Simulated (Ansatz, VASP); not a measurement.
## One calculation of Sn, two programs

```
Sn
1.0
     0.00000    3.27589    3.27589
     3.27589    0.00000    3.27589
     3.27589    3.27589    0.00000
Sn
2
Cartesian
  4.9138 4.9138 4.9138
  3.2759 3.2759 3.2759
```

Change from the starting cell: volume scaled by 1.04.

Alike in both runs: task single point; functional PBE; k mesh 7 × 7 × 7; occupations fermi-dirac, width 0.05 eV; no spin polarisation.

|  | VASP | Ansatz |
| --- | --- | --- |
| version | VASP 6.6.1 | Ansatz 0.2.0 |
| potentials or method | VASP PAW PBE potentials, release 64 (Sn_d), cutoff 520 eV | all-electron LAPW, scalar-relativistic |

```csv
,VASP,Ansatz,Ansatz less VASP
gap on the k mesh at the Fermi level (eV),none,none,-
pressure (GPa),1.8,1.9,+0.05
```

A gap of «none» marks a metal or a gap that the smearing closes. Ansatz ran all-electron here, so the differences hold the error of VASP's frozen core and of both bases.
